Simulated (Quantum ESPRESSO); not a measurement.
AlN:

```
Al N
1.0
     0.00000    2.18399    2.18399
     2.18399    0.00000    2.18399
     2.18399    2.18399    0.00000
Al N
1 1
Direct
  0.00000 0.00000 0.00000
  0.25000 0.25000 0.25000
```

Measurements of this composition are mostly on another form, of space group No. 186.

Base run:

```yaml
Program: Quantum ESPRESSO 7.5
Functional: BLYP
Potentials_or_basis: GBRV 1.5 PBE
Cutoff: 612 eV
Density_cutoff: 4898 eV
k_mesh: 8 × 8 × 8, shifted
Occupations: fermi-dirac, width 0.05 eV
Spin: no spin polarisation
```

Its results: pressure 9.4 GPa; electronic dielectric tensor (diagonal) 4.39.

Problem. The run is repeated on the same cell with these changes: functional from BLYP to PBE. What comes out?

Solution. Pressure 5.4 GPa; electronic dielectric tensor (diagonal) 4.58.

PBE binds more tightly than BLYP, so the same cell stands under less pressure.

Caveats: the cell is more than 3 GPa from zero pressure, which shifts response properties; the potentials were made for another functional, which shifts forces and pressure (some runs).
